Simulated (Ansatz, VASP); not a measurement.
# Al14N13 (Al_N) in two plane-wave programs, part 2 of 2

Wanted: the spread between two codes on one cell, functional and k mesh. Of the first pair: The structure shown is the start of the Ansatz relaxation below; VASP solves that cell, so the two are compared at the walk's first step.

VASP 6.6.1 and Ansatz 0.2.0.

So far. Step 3 (VASP: single point, r2SCAN, start cell, pair 1): The run ends at a pressure of 17.26 GPa, with forces up to 12 eV/Å.

## (5) Ansatz: relaxation, r2SCAN

Level of this step: Ansatz beside VASP: Kohn-Sham DFT, plane waves, r2SCAN (Ansatz).

This run makes the geometry at which the two programs are then compared.

The structure compared here is the end of the Ansatz relaxation.

Contents of input.yaml:

```yaml
crystal:
  lattice:
    - [0.0, 2.18472995, 2.18472995]
    - [2.18472995, 0.0, 2.18472995]
    - [2.18472995, 2.18472995, 0.0]
  atoms:
    - { symbol: Al, position: [0.0, 0.0, 0.0] }
    - { symbol: "N", position: [0.25, 0.25, 0.25] }
  supercell: [3, 3, 3]
  defects: [{ substitution: { at: 27, symbol: Al } }]
total_charge: -2
basis:
  ecutwfc: 500
  xc_grid: 2
hamiltonian:
  xc: r2scan
  pseudopotentials: { kind: paw, azcp: { folder: soft_1 } }
kpoints:
  mp_grid: { grid: [1, 1, 1], shift: [0.25, 0.25, 0.25] }
magnetization:
  spin_polarized: true
  initial_magnetization: 2
  spin_locking: { lock_magnetization: hard }
scf:
  occupations: { method: fixed }
  max_iter: 80
output:
  forces: true
  charged_corrections: { epsilon: 4.64, static_epsilon: 8.51 }
relax:
  f_tol: 0.02
  max_steps: 80
  random_displacement: { amplitude: 0.05, seed: 9926 }
checkpoint:
  write: "../qm2_M2.relax.run"
  compress: false
  write_wavefunctions: true
  write_every: 100000
```

On the command line:

```
$ ansatz run input.yaml --threads 4 --pin off --max-ram 7536MiB --backend cpu --events-out ev --progress --plain --runs-dir out
```

Numbers of over 12 decimals in the logs are rounded to 6 here.

Log:

```text
[...]
Crystal: 54 atoms, lattice volume = 563.102 Å³
Basis set: ecut = 500 eV, 14331 PW (Γ), exchange–correlation on 144×144×144 points (8 copies of the dense FFT grid, shifted against one another)
Bands: 163, of which v1, the nominal top of the filled ones, is band 108 counted from 1 (107 counted from 0)
Symmetry: 1 space group operations
k-points: 1
[...]
Starting moments: Σ|m| = 2 μB on 54 of 54 sites
[...]
- { symbol: Al, position: [3.2006193139033634e-5, 0.666689, 0.335025] }
    - { symbol: N, position: [0.073501, 0.762777, 0.417277] }
[...]
- { symbol: Al, position: [0.662283, 0.336323, 0.667452] }
    - { symbol: N, position: [0.748898, 0.417222, 0.751621] }
    - { symbol: Al, position: [0.663069, 0.667569, 0.00130141] }
    - { symbol: N, position: [0.748603, 0.751040, 0.084456] }
    - { symbol: Al, position: [0.662413, 0.667673, 0.336089] }
    - { symbol: N, position: [0.748879, 0.751937, 0.416928] }
    - { symbol: Al, position: [0.665636, 0.667439, 0.667160] }
    - { symbol: N, position: [0.749632, 0.751088, 0.750721] }
```

## (6) VASP: single point, r2SCAN, relaxed cell, pair 2

The same cell, functional and mesh now go to VASP, with its own data sets.

Contents of INCAR:

```
SYSTEM = Al14N13
PREC = Accurate
ENCUT = 580
EDIFF = 1E-06
NELM = 200
ISMEAR = 0
SIGMA = 0.01
LREAL = Auto
ALGO = Normal
METAGGA = R2SCAN
LASPH = .TRUE.
NELECT = 216
NBANDS = 152
ISPIN = 2
MAGMOM = 0 0.01 0 0.01 0.01 0 0 0 -0 0 0 0 0 0 0.12 0.01 0 0.01 0 0 0 0 0 0.07 0 0 0 0 0.03 0.03 0 0.03 0 0.05 0 0.05 0 -0 0.01 -0 0.01 0.01 -0 0.01 0 0 0.11 -0 0.1 0.05 0 -0 0 0
LORBIT = 11
LWAVE = .FALSE.
LCHARG = .FALSE.
ISIF = 2
ISYM = 0
NUPDOWN = 2
GGA_COMPAT = .FALSE.
LMIXTAU = .TRUE.
NCORE = 2
```

Contents of POSCAR:

```
Al14N13
1.0
    0.0000000000      6.5541898500      6.5541898500
    6.5541898500      0.0000000000      6.5541898500
    6.5541898500      6.5541898500      0.0000000000
Al N
28 26
Direct
    0.9998693843      0.0002548364      0.0000815229
    0.9963328007      0.0106686285      0.3307653887
    0.9992660139      0.0007975686      0.6681161945
    0.9963164277      0.3307393584      0.0107845234
    0.9965206752      0.3309269164      0.3309013915
    0.0002005593      0.3352628519      0.6664624306
    0.9993193238      0.6681826799      0.0006368782
    0.0000320062      0.6666894133      0.3350250650
    0.0001602660      0.6670714106      0.6669792004
    0.3319320403      0.0002048902      0.0009493942
    0.3318869137      0.0006543826      0.3347531952
    0.3329163849      0.0033791892      0.6652479971
    0.3318861913      0.3347026576      0.0009980129
    0.3141376166      0.3253351558      0.3252690019
    0.4337804639      0.4102414089      0.4122672766
    0.3218993904      0.3181004211      0.7038624323
    0.3329608540      0.6654373711      0.0029165811
    0.3223790709      0.7023818593      0.3186304340
    0.3321694276      0.6667146444      0.6667087952
    0.6650950974      0.0008924534      0.0007293541
    0.6630507032      0.0016100280      0.3349528050
    0.6629045670      0.0017299594      0.6674064949
    0.6630761767      0.3352790831      0.0013339466
    0.7324372657      0.3148780370      0.3141329492
    0.6622825406      0.3363233515      0.6674518154
    0.6630691390      0.6675693662      0.0013014143
    0.6624132273      0.6676726316      0.3360887000
    0.6656355094      0.6674393867      0.6671596583
    0.0862534687      0.0807801779      0.0808539170
    0.0862056509      0.0807387491      0.4212404677
    0.0821163578      0.0848225912      0.7510599937
    0.0862362135      0.4212962602      0.0807474282
    0.0685724983      0.4178630674      0.4175913042
    0.0732032004      0.4174626168      0.7630887247
    0.0821524406      0.7512202827      0.0845862255
    0.0735008880      0.7627765100      0.4172773550
    0.0816634982      0.7518413601      0.7516736705
    0.4141871957      0.0846440003      0.0847605852
    0.4155551208      0.0756696467      0.4161932919
    0.4157578299      0.0713964530      0.7630172253
    0.4155108846      0.4163946970      0.0758283088
    0.4141236061      0.4184005145      0.7614666578
    0.4158011388      0.7621201140      0.0721234166
    0.4142387044      0.7610053956      0.4182815859
    0.4152804285      0.7511561819      0.7508769499
    0.7493517676      0.0841648459      0.0838714830
    0.7525312752      0.0714277114      0.4217227030
    0.7485693054      0.0846917579      0.7508954360
    0.7526652695      0.4220029373      0.0710265733
    0.7552409482      0.4237330769      0.4234851444
    0.7488980105      0.4172221665      0.7516212572
    0.7486033947      0.7510400972      0.0844556509
    0.7488787235      0.7519365926      0.4169281881
    0.7496322913      0.7510883138      0.7507214433
```

Contents of KPOINTS:

```
Points of the shifted mesh
1
Reciprocal
 0.2500000000  0.2500000000  0.2500000000 1
```

PAW data sets: Al and N (PBE family, release 64).

On the command line:

```
$ mpirun -np 8 vasp_std
```

Log:

```text
[banner, memory and clock lines left out]
running    8 mpi-ranks, on    1 nodes
[...]
[... a notice as in an earlier step ...]

 LDA part: xc-table for (None), standard interpolation
 POSCAR, INCAR and KPOINTS ok, starting setup
[...]
entering main loop
       N       E                     dE             d eps       ncg     rms          rms(c)
DAV:   1     0.850466628851E+03    0.85047E+03   -0.10981E+05   608   0.145E+03
DAV:   2    -0.486792950154E+03   -0.13373E+04   -0.12689E+04   736   0.289E+02
DAV:   3    -0.596169106794E+03   -0.10938E+03   -0.10826E+03   736   0.888E+01
DAV:   4    -0.597878093440E+03   -0.17090E+01   -0.17036E+01   720   0.116E+01
DAV:   5    -0.597907486064E+03   -0.29393E-01   -0.29369E-01   776   0.144E+00BRMIX: very serious problems
 the old and the new charge density differ
 old charge density:   214.00000 new  216.00000
    0.471E+01
DAV:   6    -0.496996933187E+03    0.10091E+03   -0.22576E+02   720   0.333E+01    0.212E+01
DAV:   7    -0.477182007447E+03    0.19815E+02   -0.11397E+01   680   0.102E+01    0.121E+01
DAV:   8    -0.497715911125E+03   -0.20534E+02   -0.18814E+01   696   0.116E+01    0.714E+00
DAV:   9    -0.475346985294E+03    0.22369E+02   -0.10136E+01   640   0.950E+00    0.108E+00
[...]
DAV:  21    -0.480610742655E+03   -0.41856E-05   -0.10858E-06   464   0.415E-03    0.198E-03
DAV:  22    -0.480610744015E+03   -0.13597E-05   -0.88820E-07   416   0.345E-03    0.625E-04
DAV:  23    -0.480610743755E+03    0.25944E-06   -0.23777E-07   352   0.157E-03
   1 F= -.48061074E+03 E0= -.48061074E+03  d E =-.122429E-14  mag=     2.0000
```

Parts of OUTCAR (step 6):

```text
  FREE ENERGIE OF THE ION-ELECTRON SYSTEM (eV)
  ---------------------------------------------------
  free  energy   TOTEN  =      -480.6107437552 eV

  energy  without entropy=     -480.6107437552  energy(sigma->0) =     -480.61074376

 magnetization (x)
# of ion       s       p       d       tot
------------------------------------------
    1        0.001   0.002   0.000   0.002
    2       -0.001   0.010   0.000   0.009
    3        0.001   0.002   0.000   0.002
    4       -0.001   0.010   0.000   0.010
    5        0.001   0.011   0.000   0.011
    6       -0.000   0.000   0.000  -0.000
    7        0.001   0.002   0.000   0.002
    8       -0.000   0.000   0.000  -0.000
    9       -0.000  -0.001   0.000  -0.001
   10        0.001   0.002   0.000   0.003
   11        0.001   0.003   0.000   0.004
   12        0.000   0.000   0.000   0.000
   13        0.001   0.002   0.000   0.004
[...]
--------------------------------------------------
tot          0.145   0.699   0.000   0.844
```

The run ends at a pressure of 15.04 GPa, with forces up to 0.024 eV/Å.

## (7) Side by side

What differs besides the data sets and the points named for the pairs above, as far as they apply: site moments are counted in spheres of each program's own size. Total energies have different zeros and are not compared.

Compared:

| quantity | Ansatz | VASP | difference |
| --- | --- | --- | --- |
| total moment, fixed by the input (μB) | 2.00 | 2.00 | 0.00 |
| moment on Al15 (μB) | 0.12 | 0.14 | -0.02 |
| moment on Al24 (μB) | 0.07 | 0.13 | -0.06 |
| moment on N47 (μB) | 0.11 | 0.10 | 0.00 |
| moment on N49 (μB) | 0.10 | 0.10 | 0.00 |
| moment on N50 (μB) | 0.05 | 0.05 | 0.00 |
| moment on N36 (μB) | 0.05 | 0.05 | 0.00 |

At this near-relaxed geometry the largest component of a force difference is 19 meV/Å. The cell carries a charge of -2 e against a uniform background, so its pressure also hangs on how the neutralising background is counted, and in a defect's cell a gap may be the spacing between its levels.

## (8) What came out

| Property | Result |
| --- | --- |
| r.m.s. force difference (single point, r2SCAN, start cell, pair 1) | 6.7 % of the r.m.s. force |
| difference in moment on Al24 (single point, r2SCAN, relaxed cell, pair 2) | -0.059 μB |

In words: The r.m.s. force difference is 6.7 % of the r.m.s. force (single point, r2SCAN, start cell, pair 1), beyond the 3 % picked in this series as the mark of a large difference. What causes the difference of the single point, r2SCAN, start cell, pair 1 pair stays open here. Such differences can come from data sets, numerical settings and the points named under the comparisons, not from the functional's error against experiment.

[Lines on the potential files, build, host, timing and source positions are cut from VASP's logs without a mark.]

[Logs are printed without paths, hosts, clocks, repeated set-up lines and the standing remarks that a program may print on its own settings, such as how far it seeks lower states.]

[Hosts, paths, dates, database ids (printed as entryN), source tags and the programs' standing remarks are cut or masked in the printed files.]
